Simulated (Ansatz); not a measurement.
BeO (wurtzite)

```
BeO
1.0
    2.69025     0.00000     0.00000
   -1.34512     2.32982     0.00000
    0.00000     0.00000     4.36941
Be O
2 2
Direct
  0.66667   0.33333   0.00145
  0.33333   0.66667   0.50145
  0.66667   0.33333   0.62375
  0.33333   0.66667   0.12375
```

The relaxed cell is deformed in two ways at once: its volume V is scaled, and at that volume it is stretched along z (the c axis of the conventional cell) so that c/a changes. Fractional atomic positions are held.

Method: r2SCAN (plane waves to 500 eV, PAW, scalar-relativistic; Ansatz, an electronic-structure program). k mesh 14×14×8 (Γ-centred), Fermi-Dirac smearing 0.05 eV. Energies are smeared free energies. As the atoms are clamped, bonds stretch with the cell, which overstates energies and stresses. BeO was relaxed with its symmetry unable to fall. The PAW data are Ansatz's earlier set.

Changes of ΔE (meV/atom) from the point V/V₀ = 1.000, (c/a)/(c/a)₀ = 1.000 when one coordinate moves alone (two changes are said to add if the coupling is within 5 % of the smaller one, nearly so within 20 %):

```tsv
point	change
V/V₀ = 1.000, (c/a)/(c/a)₀ = 0.880	105.66
V/V₀ = 1.000, (c/a)/(c/a)₀ = 0.940	24.43
V/V₀ = 0.960, (c/a)/(c/a)₀ = 1.000	8.21
V/V₀ = 0.980, (c/a)/(c/a)₀ = 1.000	1.99
V/V₀ = 1.020, (c/a)/(c/a)₀ = 1.000	1.87
V/V₀ = 1.040, (c/a)/(c/a)₀ = 1.000	7.24
V/V₀ = 1.000, (c/a)/(c/a)₀ = 1.060	21.16
V/V₀ = 1.000, (c/a)/(c/a)₀ = 1.120	79.27
```

Problem. Do the two effects add at V/V₀ = 0.980, (c/a)/(c/a)₀ = 1.120? Give the computed change.

Solution. The sum of the single changes is 1.99 + (79.27) = 81.26; the calculation gives 84.34, so the coupling contributes 3.08 (over 20 % of the smaller single change, not additive).

Problem. Do the two effects add at V/V₀ = 0.960, (c/a)/(c/a)₀ = 0.880? Give the computed change.

Solution. The sum of the single changes is 8.21 + (105.66) = 113.87; the calculation gives 122.67, so the coupling contributes 8.80 (over 20 % of the smaller single change, not additive).

Problem. What is the change at V/V₀ = 1.020, (c/a)/(c/a)₀ = 0.940, where both move, and how far is it from the sum?

Solution. The sum of the single changes is 1.87 + (24.43) = 26.30; the calculation gives 25.36, so the coupling contributes -0.94 (over 20 % of the smaller single change, not additive).

(A scan under strain: stresses follow from slopes of the energy per volume, elastic moduli from its curvatures.)
